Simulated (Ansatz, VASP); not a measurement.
**F in VASP and in Ansatz**

Contents of INCAR:

```
SYSTEM = F
PREC     = Accurate       ! precision mode
ENCUT    = 520            ! plane-wave cutoff, eV
EDIFF    = 1E-6           ! SCF threshold, eV
ISMEAR   = -1             ! smearing method
SIGMA    = 0.05           ! smearing width, eV
LREAL    = .FALSE.        ! projectors in reciprocal space
LASPH    = .TRUE.         ! aspherical terms in the spheres
NELM     = 100            ! most SCF steps
ALGO     = Normal         ! electronic algorithm
ISIF     = 2              ! what is computed and relaxed
LWAVE    = .FALSE.        ! write WAVECAR
LCHARG   = .FALSE.        ! write CHGCAR
GGA      = CA             ! functional
NBANDS   = 14             ! bands
```

The input KPOINTS:

```
Automatic mesh
0
G
  13 13 7
  0 0 0
```

Contents of POSCAR:

```
F
1.0
    2.6463212685      0.0000000000      0.0000000000
   -1.3231606343      2.2917814451      0.0000000000
    0.0000000000      0.0000000000      4.2870404550
F
2
Direct
    0.3333333333      0.6666666667      0.2500000000
    0.6666666667      0.3333333333      0.7500000000
```

Input for Ansatz:

```yaml
crystal:
  lattice:
    - [2.6463212685, 0.0, 0.0]
    - [-1.3231606343, 2.2917814451, 0.0]
    - [0.0, 0.0, 4.287040455]
  atoms:
    - { symbol: F, position: [0.3333333333, 0.6666666667, 0.25] }
    - { symbol: F, position: [0.6666666667, 0.3333333333, 0.75] }
kpoints:
  mp_grid: { grid: [13, 13, 7] }
scf:
  occupations: { method: fermi_dirac, width: 0.05 }
hamiltonian:
  xc: lda
  pseudopotentials: { kind: all_electron, lapw: { basis_error: 0.001 } }
output:
  forces: true
  stress: true
  eigenvalues: true
  populations: true
```

The real solid is made of molecules; this cell is a model form.

Alike in both runs: task single point; functional LDA; k mesh 13 × 13 × 7; occupations fermi-dirac, width 0.05 eV; no spin polarisation.

|  | VASP | Ansatz |
| --- | --- | --- |
| version | VASP 6.6.1 | Ansatz 0.2.0 |
| potentials or method | VASP PAW LDA potentials, release 64 (F) | all-electron LAPW, scalar-relativistic |
| plane-wave cutoff (eV) | 520 | see its input |

Ansatz gave:

```
pressure (GPa)                                  : -12.9
largest component of the traceless stress (GPa) : 0.67
```

Task: What did VASP give for the same quantities?

Result: Pressure (GPa): -13.5; largest component of the traceless stress (GPa): 0.66.

Ansatz ran all-electron here, so the differences hold the error of VASP's frozen core and of both bases.
